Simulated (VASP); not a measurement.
Write the native input for VASP 6.6.1 that does the following.

* Task: relaxation of cell and atoms
* Functional: PBE
* Potentials or basis: VASP PAW PBE potentials, release 64 (La)
* Cutoff: 600 eV
* k mesh: 8 × 8 × 8
* Occupations: methfessel-paxton, width 0.2 eV
* Spin: no spin polarisation
* Further INCAR settings: ALGO = Fast; EDIFF = 1e-06; IBRION = 2; EDIFFG = -0.005; NSW = 40; ISIF = 3

The structure of La lies in POSCAR:

```
La
1.0
    3.3187900000      0.0000000000      0.0000000000
    0.0000000000      3.3187900000      0.0000000000
    0.0000000000      0.0000000000      3.3187900000
La
1
Direct
    0.5000000000      0.5000000000      0.5000000000
```

The cell was built by a generator and needn't be a form met in nature.

One way to write it, as run:

INCAR

```
SYSTEM = La
PREC = Accurate
ENCUT = 600
EDIFF = 1E-6
ISMEAR = 1
SIGMA = 0.2
LREAL = .False.
LASPH = .True.
NELM = 100
ALGO = Fast
ISIF = 3
LWAVE = .False.
LCHARG = .False.
GGA = PE
IBRION = 2
NSW = 40
EDIFFG = -0.005
```

KPOINTS

```
regular mesh
0
Gamma
  8 8 8
  0 0 0
```

Potentials or basis: VASP PAW PBE potentials, release 64 (La).

The run is started by

```sh
$ cat potpaw_PBE.64/La/POTCAR > POTCAR
$ mpirun -np 1 vasp_std > vasp.out
```

It gave:

```json
{
  "Relaxed volume": "36.61 Å³/atom",
  "Relaxed cell": "a = 3.320 Å, b = 3.320 Å, c = 3.320 Å, α = 90.00°, β = 90.00°, γ = 90.00°",
  "Space group after relaxing (to 0.05 Å)": "Pm-3m (No. 221)",
  "Energy gained by relaxing": "0.0 meV/atom",
  "Ionic steps": "2",
  "Pressure after relaxing": "0.0 GPa",
  "Band gap on the k mesh": "none (metal or under the smearing width)"
}
```

It took 19 s on 1 thread of Intel(R) Xeon(R) 6975P-C (Granite Rapids), with other jobs on the host, peak memory 0.17 GiB.
